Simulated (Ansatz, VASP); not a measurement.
## MgS: VASP beside Ansatz

```xyz
2
Lattice="0.0000 2.6359 2.6359 2.6359 0.0000 2.6359 2.6359 2.6359 0.0000" Properties=species:S:1:pos:R:3 pbc="T T T"
Mg    0.0000    0.0000    0.0000
S     2.6359    2.6359    2.6359
```

Change from the starting cell: volume scaled by 1.04.

Alike in both runs: task single point; functional LDA; k mesh 8 × 8 × 8; occupations fermi-dirac, width 0.01 eV; no spin polarisation.

|  | VASP | Ansatz |
| --- | --- | --- |
| version | VASP 6.6.1 | Ansatz 0.2.0 |
| potentials or method | VASP PAW LDA potentials, release 64 (Mg, S), cutoff 520 eV | all-electron LAPW, scalar-relativistic |

|  | VASP | Ansatz | Ansatz less VASP |
| --- | --- | --- | --- |
| gap on the k mesh at the Fermi level (eV) | 2.47 | 2.48 | +0.006 |
| pressure (GPa) | -6.3 | -5.8 | +0.57 |

Ansatz ran all-electron here, so the differences hold the error of VASP's frozen core and of both bases.

A k mesh can miss the band edges.
